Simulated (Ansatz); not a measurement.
# CoO: the cost of one run

Program: Ansatz 0.2.0. Level of theory: DFT PBE, scalar-relativistic, plane waves, PAW. These are calculated values, not measurements.

## Step 1: The system as given

Symmetry: Fm-3m, No. 225, cubic system. Conventional cell: a = 4.263 Å, b = 4.263 Å, c = 4.263 Å, α = 90.00°, β = 90.00°, γ = 90.00°. Co (site symmetry m-3m) is surrounded by 6 O at 2.13 Å. Around O (site symmetry m-3m) lie 6 Co at 2.13 Å.

Coordinates:

```
Co O
1.0
     0.00000    2.13150    2.13150
     2.13150    0.00000    2.13150
     2.13150    2.13150    0.00000
Co O
1 1
Direct
  0.00000 0.00000 0.00000
  0.50000 0.50000 0.50000
```

Starting moments: Co 3.00 μB.

## Step 2: First run, at the start cell

File input.yaml:

```yaml
crystal:
  lattice:
    - [0.0, 2.1315, 2.1315]
    - [2.1315, 0.0, 2.1315]
    - [2.1315, 2.1315, 0.0]
  atoms:
    - { symbol: Co, position: [0.0, 0.0, 0.0], spin: 3.0 }
    - { symbol: O, position: [0.5, 0.5, 0.5] }
basis:
  ecutwfc: 420
  ecutrho_ratio: 4
kpoints:
  mp_grid: { grid: [14, 14, 14] }
hamiltonian:
  xc: pbe
scf:
  occupations: { method: gaussian, width: 0.05 }
output:
  forces: true
  stress: true
  eigenvalues: true
  populations: true
magnetization:
  spin_polarized: true
```

Started as:

```sh
> ansatz run input.yaml --threads 1 --pin off --max-ram 2560MiB --backend cpu --events-out ev --progress --plain --runs-dir out
```

**Question.** How long does this run take on 1 thread of Intel Xeon Platinum 8259CL at 2.50GHz (Skylake/Cascade Lake), shared host, and how much memory does it need?

About 9 s, with a peak of 0.38 GiB.
